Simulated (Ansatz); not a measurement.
## Na under changes of volume

One of the cells (39.256 Å³/atom); the others are scaled copies at fixed shape and fractional positions:

```
Na
1.0
     3.70832    0.00000    0.00000
    -1.23611    3.49624    0.00000
    -1.23611   -1.74812    3.02783
Na
1
Direct
  0.00000 0.00000 0.00000
```

```yaml
Program: Ansatz 0.2.0
Functional: PBE
Potentials_or_basis: Ansatz PAW
Cutoff: "420 eV (not typed: the program's choice for these potentials)"
k_mesh: 9 × 9 × 9
Occupations: methfessel-paxton, width 0.1 eV
Spin: no spin polarisation
```

```csv
volume (Å³/atom),energy over the lowest point (meV/atom),pressure (GPa)
36.901,0.00,0.0
37.686,0.41,-0.2
38.471,1.56,-0.3
39.256,3.37,-0.4
40.041,5.79,-0.6
40.827,8.76,-0.7
41.612,?,?
```

Problem. What does the run at 41.612 Å³/atom give?

Solution. Energy over the lowest point 12.22 meV/atom; pressure -0.8 GPa.

Worked out: A Birch-Murnaghan fit of order 3 (a polynomial in V^(-2/3)) to the other rows has its minimum at 36.88 Å³/atom, just outside them, with B0 = V·E''(V) = 7.8 GPa and B' = 3.6. It gives 12.22 meV/atom at 41.612 Å³/atom, against the run's 12.22, and -dE/dV = -0.8 GPa, against -0.8.

Energies are extrapolated to zero smearing.
